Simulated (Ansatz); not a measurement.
The system is Al.

```
Al
1.0
     0.00000    2.02481    2.02481
     2.02481    0.00000    2.02481
     2.02481    2.02481    0.00000
Al
1
Direct
  0.00000 0.00000 0.00000
```

| Quantity | Value |
| --- | --- |
| Program | Ansatz 0.2.0 |
| Task | relaxation of cell and atoms |
| Functional | PBEsol |
| Potentials or basis | Ansatz PAW |
| Cutoff | 420 eV (not typed: the program's choice for these potentials) |
| k mesh | 11 × 11 × 11 |
| Occupations | fermi-dirac, width 0.05 eV |
| Spin | no spin polarisation |

At the start: volume 16.60 Å³/atom.

Task: How do energy, volume and symmetry change on relaxing?

Result: It ends after 4 steps and the volume is 16.21 Å³/atom (-2.4 %); space group Fm-3m (No. 225, to 0.05 Å).

The path:
| step | energy change (eV) | largest force (eV/Å) | volume (Å³) |
| --- | --- | --- | --- |
| 1 | 0.0000 | 0.0000 | 16.60 |
| 2 | -0.0025 | 0.0000 | 16.13 |
| 3 | -0.0026 | 0.0000 | 16.21 |
| 4 | -0.0025 | 0.0000 | 16.21 |

Final structure:
```yaml
crystal:
  lattice:
    - [0.00000, 2.00868, 2.00868]
    - [2.00868, 0.00000, 2.00868]
    - [2.00868, 2.00868, 0.00000]
  atoms:
    - { symbol: Al, position: [0.00000, 0.00000, 0.00000] }
```

The cell as given is a measured one (16.60 Å³/atom); PBEsol puts the equilibrium volume -2.4 % from it, thermal expansion not counted.

Caveat: the plane-wave basis is chosen anew once the cell has moved, so the energies of steps on either side of that aren't comparable; the PAW data sets come from PBE, with cores solved anew for the run's functional, which leaves a small shift of forces and pressure.
